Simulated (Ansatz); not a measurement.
**In3GaP4 (ordered model alloy, started on the GaP lattice) (Amm2): band gap by G0W0 on HSE06**

Wanted: the gap of In3GaP4 (ordered model alloy, started on the GaP lattice) (Amm2) with a many-body correction, and the time that it takes.

Main program and level: Ansatz 0.2.0; HSE06, then G0W0 on it, plane waves, PAW.

### 1. Set-up

Symmetry: Amm2, No. 38, orthorhombic system. Conventional cell: a = 4.040 Å, b = 8.091 Å, c = 11.457 Å, α = 90.00°, β = 90.00°, γ = 90.00°. In has 4 P at 2.49 to 2.54 Å nearest. Nearest to In lie 4 P at 2.48 to 2.51 Å. Ga has 4 P at 2.37 to 2.41 Å nearest. Nearest to P lie 1 Ga at 2.37 Å and 3 In at 2.51 Å. Nearest to P lie 4 In at 2.48 to 2.49 Å. P has 2 Ga at 2.41 Å and 2 In at 2.54 Å nearest. It derives from GaP. Farther neighbours are not listed.

The structure was relaxed with LDA. The runs that relaxed it are not among those shown.

The logs state that the PAW files were generated under PBE.

### 2. HSE06 levels on the mesh and at listed points

HSE06 mixes in a quarter of exact exchange at short range.

This step: DFT, HSE06, plane waves, PAW; PAW set soft_1.

input.yaml

```yaml
crystal:
  lattice:
    - [0.0, 5.721329032, -5.721329032]
    - [5.728351558, 5.7170704609, -0.0042585711]
    - [5.728351558, 0.0042585711, -5.7170704609]
  atoms:
    - { symbol: In, position: [0.0008364401, 7.88403e-05, 7.88403e-05] }
    - { symbol: In, position: [0.0009457035, 0.4990542965, -0.0009457035] }
    - { symbol: Ga, position: [0.5000326115, 0.4999673885, -3.26115e-05] }
    - { symbol: In, position: [0.4990058793, 7.88403e-05, 7.88403e-05] }
    - { symbol: In, position: [0.0008364401, 0.5000788403, 0.5000788403] }
    - { symbol: In, position: [0.0009457035, -0.0009457035, 0.4990542965] }
    - { symbol: Ga, position: [0.5000326115, -3.26115e-05, 0.4999673885] }
    - { symbol: In, position: [0.4990058793, 0.5000788403, 0.5000788403] }
    - { symbol: P, position: [0.8585354847, 0.3804661351, 0.8804661351] }
    - { symbol: P, position: [0.8750773538, 0.8749226462, 0.8749226462] }
    - { symbol: P, position: [0.3850342821, 0.8649657179, 0.8649657179] }
    - { symbol: P, position: [0.3805322451, 0.3804661351, 0.8804661351] }
    - { symbol: P, position: [0.8585354847, 0.8804661351, 0.3804661351] }
    - { symbol: P, position: [0.8750773538, 0.3749226462, 0.3749226462] }
    - { symbol: P, position: [0.3850342821, 0.3649657179, 0.3649657179] }
    - { symbol: P, position: [0.3805322451, 0.8804661351, 0.3804661351] }
kpoints:
  mp_grid: { grid: [2, 2, 2] }
  band_path:
    path:
      - [0.0, 0.0, 0.0]
      - [0.5, 0.0, 0.0]
      - [0.0, 0.5, 0.0]
      - [0.0, 0.0, 0.5]
      - [0.5, 0.5, 0.5]
    npoints: 1
hamiltonian:
  xc: hse06
  pseudopotentials: { kind: paw, azcp: { folder: soft_1 } }
scf:
  occupations: { method: fixed }
  n_extra_bands: 9
output:
  eigenvalues: true
```

Started as:

```
> ansatz run input.yaml --threads 4 --pin off --max-ram 17510MiB --backend cpu --events-out ev --progress --plain --runs-dir out
```

Numbers of over 12 decimals in the logs are rounded to 6 here.

What it wrote:

```text
scf.n_extra_bands = 9 over 72 filled bands (N_el = 144.0): the run solves 81 bands
Engine: ansatz 0.2.0, aarch64-unknown-linux-gnu
Pseudopotentials: kind: paw
Pseudopotential: In, paw, valence charge 13, recommended cutoff 420 eV (normal), soft_1/In.paw.azcp
Pseudopotential: Ga, paw, valence charge 13, recommended cutoff 420 eV (normal), soft_1/Ga.paw.azcp
Pseudopotential: P, paw, valence charge 5, recommended cutoff 420 eV (normal), soft_1/P.paw.azcp
Functional definition: HSE06
  parameter a = 0.25
  parameter omega = 0.11/bohr
  exchange = pbe_x - a*pbe_x_sr(omega) + a*exact_x_sr(omega)
  correlation = pbe_c
davidson cushion auto → on  (no smearing: the cushion is to keep the highest requested band from converging to the state above it; pin scf.eigensolver.cushion to override)
Crystal: 16 atoms, lattice volume = 374.461 Å³
Basis set: ecut = 420 eV, 7391 PW (Γ)
Bands: 81, of which v1, the nominal top of the filled ones, is band 72 counted from 1 (71 counted from 0)
Symmetry: 8 space group operations
Space group: Amm2 (ITA 38), of the structure as read, at distance tolerance 7.2e-5 Å
k-points: 5 of 8
Non-local potential: In, projectors of the file, l = 0: 2, l = 1: 2, l = 2: 2, l = 3: 1
Non-local potential: Ga, projectors of the file, l = 0: 2, l = 1: 2, l = 2: 3, l = 3: 1
Non-local potential: P, projectors of the file, l = 0: 2, l = 1: 2, l = 2: 1
PAW form: soft (Blöchl's): semilocal exchange-correlation on the pseudo side does not see the compensation charge
PAW frozen core: In, regenerated for the run's functional, and the local potential with it (the file was generated under x = pbe(κ = 0.804, μ = 0.219515), c = pbe(β = 0.066725))
PAW frozen core: Ga, regenerated for the run's functional, and the local potential with it (the file was generated under x = pbe(κ = 0.804, μ = 0.219515), c = pbe(β = 0.066725))
PAW frozen core: P, regenerated for the run's functional, and the local potential with it (the file was generated under x = pbe(κ = 0.804, μ = 0.219515), c = pbe(β = 0.066725))
PAW one-centre angular grid: In, 590 points (default); XC on 64 Gauss nodes
PAW one-centre angular grid: Ga, 590 points (default); XC on 64 Gauss nodes
PAW one-centre angular grid: P, 110 points (default); XC on 64 Gauss nodes
Initial density: superposition of atomic densities (chi_scale 0.1, normalization cell, long waves kept (reshape's long-wave potential 0.02 eV rms))
Initial wavefunctions: pseudopotential atomic-orbital guess
Functional: x = pbe(κ = 0.804, μ = 0.219515), c = pbe(β = 0.066725), warm-up for x = pbe(κ = 0.804, μ = 0.219515) + 0.25 (exact − pbe) at short range (hse, ω = 0.207870 Å⁻¹), c = pbe(β = 0.066725); HSE06 as pw.x's `hse` composes it (authors' and Libxc's form: `xc: wpbeh`)
SCF iter   1: F=—  HF=-47203.336626 eV  |F-HF|=—  |Δ(HF+E_count)|=         —  Δρ=3.82e-2  dr2=7.11e0  ethr=1.00e-1  ⟨swp⟩=4.6  Hψ=1264  notcnv=0
preconditioner: auto → none  [insulator: Δε(μ)=1.131 eV  Ē_g=12.554 eV  n_scr=64 (ndim 8)  ℏωp=23.0 eV  f_vac=0.000]
SCF iter   2: F=—  HF=-47201.934927 eV  |F-HF|=—  |Δ(HF+E_count)|=    1.40e0  Δρ=1.91e-2  dr2=8.80e-1  ethr=4.94e-3  ⟨swp⟩=5.0  Hψ=1136  notcnv=0  defer=1
SCF iter   3: F=—  HF=-47201.898589 eV  |F-HF|=—  |Δ(HF+E_count)|=   3.63e-2  Δρ=7.20e-3  dr2=1.59e-1  ethr=6.11e-4  ⟨swp⟩=4.0  Hψ=1106  notcnv=0  defer=1
SCF iter   4: F=—  HF=-47201.913275 eV  |F-HF|=—  |Δ(HF+E_count)|=   1.47e-2  Δρ=2.62e-3  dr2=7.54e-2  ethr=1.11e-4  ⟨swp⟩=4.6  Hψ=1242  notcnv=0  defer=3
iter 5 solved again at ethr=3.14e-6 eV; its pass at ethr=5.23e-5 eV (dr2=4.52e-3 eV) is discarded
SCF iter   5: F=—  HF=-47201.897812 eV  |F-HF|=—  |Δ(HF+E_count)|=   1.55e-2  Δρ=8.10e-4  dr2=5.15e-3  ethr=3.14e-6  ⟨swp⟩=4.4  Hψ=2163  notcnv=0  defer=1
SCF iter   6: F=—  HF=-47201.896745 eV  |F-HF|=—  |Δ(HF+E_count)|=   1.07e-3  Δρ=3.22e-4  dr2=2.33e-4  ethr=3.14e-6  ⟨swp⟩=4.2  Hψ=1052  notcnv=0
SCF iter   7: F=—  HF=-47201.896869 eV  |F-HF|=—  |Δ(HF+E_count)|=   1.24e-4  Δρ=1.20e-4  dr2=8.67e-5  ethr=1.62e-7  ⟨swp⟩=5.2  Hψ=1426  notcnv=0  defer=1
SCF iter   8: F=-47201.896849 eV  HF=-47201.896855 eV  |F-HF|=6.02e-6  |Δ(HF+E_count)|=   1.40e-5  Δρ=3.79e-5  dr2=9.36e-6  ethr=6.02e-8  ⟨swp⟩=4.4  Hψ=1077  notcnv=0
SCF 1 stopped early in 8 iterations: F = -47201.896849 eV  dr2 = 9.36e-6
  greatest PAW one-centre occupation: 0.994 electrons in one spin orbital (limit 2), on the Ga atom at site 6 (counted from 0), in its partial waves of l = 2
Initial density: handed on by an earlier stage of this run
Initial wavefunctions: those handed on with the density
Functional: x = pbe(κ = 0.804, μ = 0.219515) + 0.25 (exact − pbe) at short range (hse, ω = 0.207870 Å⁻¹), c = pbe(β = 0.066725); HSE06 as pw.x's `hse` composes it (authors' and Libxc's form: `xc: wpbeh`)
Exchange kernel: α = 0.2500, screened, ω = 0.2079 Å⁻¹, Wigner–Seitz truncation, v(0) = 1028.4358 eV·Å³, q-mesh 2×2×2, nearest image of the exchange supercell L = 16.16 Å, pair-density grid 30×30×30, without the augmentation charges, whose exchange is taken in its separable form by FFT convolution over the k-point mesh (sized by the pseudopotential files, 45×45×45 at the most), smooth part of the exact exchange by density-matrix convolution
Frozen-core exchange: fock
SCF iter   1: F=—  HF=-47231.363828 eV  |F-HF|=—  |Δ(HF+E_count)|=         —  Δρ=7.78e-3  dr2=1.07e-1  ethr=6.50e-8  ⟨swp⟩=11.0  Hψ=3273  notcnv=0
preconditioner: auto → none  [insulator: Δε(μ)=1.534 eV  Ē_g=14.855 eV  n_scr=64 (ndim 8)  ℏωp=23.0 eV  f_vac=0.014]
[...]
SCF iter   3: F=—  HF=-47231.320751 eV  |F-HF|=—  |Δ(HF+E_count)|=   3.76e-3  Δρ=1.06e-3  dr2=8.46e-3  ethr=6.50e-8  ⟨swp⟩=7.6  Hψ=2076  notcnv=0
SCF iter   4: F=—  HF=-47231.373448 eV  |F-HF|=—  |Δ(HF+E_count)|=   5.27e-2  Δρ=1.15e-3  dr2=2.96e-3  ethr=6.50e-8  ⟨swp⟩=7.8  Hψ=2228  notcnv=0
SCF iter   5: F=—  HF=-47231.372595 eV  |F-HF|=—  |Δ(HF+E_count)|=   8.52e-4  Δρ=2.53e-4  dr2=3.24e-4  ethr=6.50e-8  ⟨swp⟩=5.4  Hψ=1558  notcnv=0
SCF iter   6: F=—  HF=-47231.373885 eV  |F-HF|=—  |Δ(HF+E_count)|=   1.29e-3  Δρ=1.82e-4  dr2=1.47e-4  ethr=6.50e-8  ⟨swp⟩=5.0  Hψ=1524  notcnv=0
SCF iter   7: F=-47231.373836 eV  HF=-47231.373838 eV  |F-HF|=2.64e-6  |Δ(HF+E_count)|=   4.65e-5  Δρ=3.13e-5  dr2=1.21e-5  ethr=6.50e-8  ⟨swp⟩=3.0  Hψ=1064  notcnv=0
SCF 2 stopped early in 7 iterations: F = -47231.373836 eV  dr2 = 1.21e-5
hybrid outer 1: dexx = +6.087e-2 eV, tail = 1.37e-4 eV
Exchange kernel: α = 0.2500, screened, ω = 0.2079 Å⁻¹, Wigner–Seitz truncation, v(0) = 1028.4358 eV·Å³, q-mesh 2×2×2, nearest image of the exchange supercell L = 16.16 Å, pair-density grid 30×30×30, without the augmentation charges, whose exchange is taken in its separable form by FFT convolution over the k-point mesh (sized by the pseudopotential files, 45×45×45 at the most), smooth part of the exact exchange by density-matrix convolution
Frozen-core exchange: fock
SCF iter   1: F=—  HF=-47231.372240 eV  |F-HF|=—  |Δ(HF+E_count)|=         —  Δρ=3.68e-5  dr2=5.47e-6  ethr=4.75e-7  ⟨swp⟩=3.4  Hψ=1022  notcnv=0
preconditioner: auto → none  [insulator: Δε(μ)=1.587 eV  Ē_g=14.783 eV  n_scr=64 (ndim 8)  ℏωp=23.0 eV  f_vac=0.014]
iter 2 solved again at ethr=2.11e-10 eV; its pass at ethr=2.97e-9 eV (dr2=3.04e-7 eV) is discarded
SCF iter   2: F=—  HF=-47231.372241 eV  |F-HF|=—  |Δ(HF+E_count)|=   3.83e-7  Δρ=1.01e-5  dr2=9.07e-7  ethr=2.11e-10  ⟨swp⟩=3.4  Hψ=2338  notcnv=0
SCF iter   3: F=—  HF=-47231.372245 eV  |F-HF|=—  |Δ(HF+E_count)|=   4.76e-6  Δρ=1.11e-5  dr2=5.93e-7  ethr=2.11e-10  ⟨swp⟩=6.0  Hψ=1581  notcnv=0  defer=1
SCF iter   4: F=-47231.372245 eV  HF=-47231.372245 eV  |F-HF|=3.64e-11  |Δ(HF+E_count)|=   2.07e-7  Δρ=3.31e-6  dr2=3.84e-8  ethr=2.11e-10  ⟨swp⟩=4.0  Hψ=1177  notcnv=0
SCF 3 converged in 4 iterations: F = -47231.372245 eV  dr2 = 3.84e-8
hybrid outer 2: dexx = +4.631e-6 eV, tail = 1.70e-7 eV, Δε = 1.67e-3 eV (about 6.72e-5 eV left of the loop's levels)
NSCF: frozen V_eff on 5 k-points
hybrid SCF converged: 2 outer / 11 inner (+8 warm-up), last move |dexx| = 4.63e-6 eV, tail = 1.70e-7 eV
Stability not checked: this state was not tested for a lower state beside it, because the functional holds exact exchange (a hybrid, or Hartree-Fock), whose exchange loop this test does not read (fock_operator; see scf.lower_state_search)
Free energy (F): -47231.372245 eV
Frozen-core exchange: fock
Harris-Foulkes:  -47231.372245 eV  (|F-HF|=3.64e-11)
Internal energy: -47231.372245 eV  (E = F + TS)
E sigma→0 (E₀):  -47231.372245 eV
Fermi energy:    6.985073 eV
--- Per-component energies (eV) ---
  E_band       = -634.954452
  E_kinetic    = 2096.997725
  E_local      = -11282.627335  (includes V_loc(G=0)·N_el)
  E_nonlocal   = 2028.772769
  E_hartree    = 5242.825509
  E_xc         = -1259.397570
  E_vxc        = -916.497318  (∫ρ·V_xc dr)
  E_exx        = -356.298180  (= α·E_x^exact, valence–valence)
  E_paw        = -33704.744396  (= ΣΔE_a)
  E_vpaw       = -2334.656150  (= ΣTr[D̂ρ^β])
  E_aug_tail   = 0.000571  (compensation charges beyond the density's cutoff)
  E_ewald      = -9999.587987
  E_core_change = 2.686649  (= ΣΔE_core)
  E_smearing   = -0.000000  (= −TS)
  E_closure    = -0.000000  (closes the sum)
  Σ components = -47231.372245   (vs F -47231.372245, Δ=0.00e0)
--- Band table (eV; the first three rows and the last of 5) ---
  k-point 0: bands = [... 68 lower, 5.9909, 6.9168, 6.9308, 6.9851, 8.5728, 9.0999, 9.1063, 9.1922, ... 5 higher]
  k-point 1: bands = [... 68 lower, 6.3052, 6.3052, 6.3090, 6.3090, 9.5271, 9.5271, 10.1542, 10.1542, ... 5 higher]
  k-point 2: bands = [... 68 lower, 5.5688, 5.7500, 5.9051, 5.9114, 9.7900, 9.9932, 10.5641, 10.6493, ... 5 higher]
  k-point 4: bands = [... 68 lower, 5.7044, 5.7044, 5.8761, 5.8761, 9.9614, 9.9614, 10.6925, 10.6925, ... 5 higher]
```

It took 2.2 min on 4 threads of Arm Neoverse V1, shared host; peak memory 4.1 GiB.

In the SCF lines HF is the Harris–Foulkes energy and dr2 the Hartree energy of the density residual, in eV; the loop may stop once dr2 is under the threshold and the program's other checks hold. Hψ counts applications of the Hamiltonian.

Numbers from this step:

```yaml
gap: 1.588 eV
valence_top_at: Γ
conduction_bottom_at: Γ
least_direct_gap: 1.588 eV
exact_exchange_fraction: 0.25
```

Over mesh and listed points the gap is 1.588 eV, in a supercell, where edges may be folded.

(Part 1 of 2 ends here.)

[Paths, hosts, dates, memory and timing lines, banners, echoed tables and standing remarks are left out of the program output.]

[Logs are printed without paths, hosts, clocks, repeated set-up lines and the standing remarks that a program may print on its own settings, such as how far it seeks lower states.]

[Runs of the session that timed out or met a known fault of the program may be left out.]

[Cells called generated may have been cut or substituted from an entry of the Crystallography Open Database or the Materials Project.]

[Hosts, paths, dates, database ids (printed as entryN), source tags and the programs' standing remarks are cut or masked in the printed files.]

[Where an RPA ε∞ is given, it is that of the G0W0 mesh and is not shown converged in it. Names of k-points follow the symmetry that the program found, which can be lower than the space group named. Band edges on a path are those of the sampled points; other points can move an edge, and change direct to indirect where valleys lie close.]

[Hybrid gaps are those of their k-mesh and are not shown converged in it.]
